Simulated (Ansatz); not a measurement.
Runs of Ansatz 0.2.0 on FeO (Wuestite). The structure is cubic, space group Fm-3m (No. 225). Conventional cell: a = 4.311 Å, b = 4.311 Å, c = 4.311 Å, α = 90.00°, β = 90.00°, γ = 90.00°. Around Fe (site symmetry m-3m) lie 6 O at 2.16 Å. Around O (site symmetry m-3m) lie 6 Fe at 2.16 Å. 

```csv
task,level,cell,k mesh,smearing,q mesh,points for each segment of the path,atoms under strain,gap on the mesh (eV),pressure (GPa),moment (μB),relaxed volume (Å³/atom)
phonons,PBE,as given,8 × 8 × 8,fermi-dirac 0.05 eV,2 × 2 × 2,8,-,none,-,4.00,-
elastic constants,PBE,as given,8 × 8 × 8,fermi-dirac 0.05 eV,-,-,clamped,none,(b),4.00,-
elastic constants,PBEsol,as given,8 × 8 × 8,fermi-dirac 0.05 eV,-,-,clamped,none,-8.5,4.00,-
relaxation of cell and atoms,PBE+D4,relaxed,11 × 11 × 11,fermi-dirac 0.05 eV,-,-,-,-,0.0,4.00,9.84
single point,PBE,as given,11 × 11 × 11,gaussian 0.028 eV,-,-,-,none,-0.3,4.00,-
relaxation of cell and atoms,PBE+D3(BJ),relaxed,11 × 11 × 11,fermi-dirac 0.05 eV,-,-,-,-,0.0,4.00,9.83
phonons,PBEsol,as given,8 × 8 × 8,fermi-dirac 0.05 eV,2 × 2 × 2,8,-,none,-,4.00,-
relaxation of cell and atoms,PBEsol+D3(BJ),relaxed,11 × 11 × 11,fermi-dirac 0.05 eV,-,-,-,none,0.0,4.00,(a)
```

Alike in all rows: potentials or basis Ansatz PAW; spin collinear, ferromagnetic start; cutoff (eV) 420.

Task: Fill in the values left out.

Result: (a) 9.43; (b) -0.1.

Caveats: a cell with one magnetic atom can't hold antiferromagnetic order, which such compounds often take; semilocal functionals often make such compounds metallic where correlation or magnetic order opens a gap, which also shifts bond lengths (some runs); the PAW data sets come from PBE, with cores solved anew for the run's functional, which leaves a small shift of forces and pressure (some runs); the plane-wave basis is chosen anew once the cell has moved, so the energies of steps on either side of that aren't comparable (some runs); some modes are imaginary (some runs); elastic constants of metals need much finer meshes, so these are rough (some runs); the cell is more than 3 GPa from zero pressure, which shifts response properties (some runs).

A gap of «none» marks a metal or a gap under the smearing width.
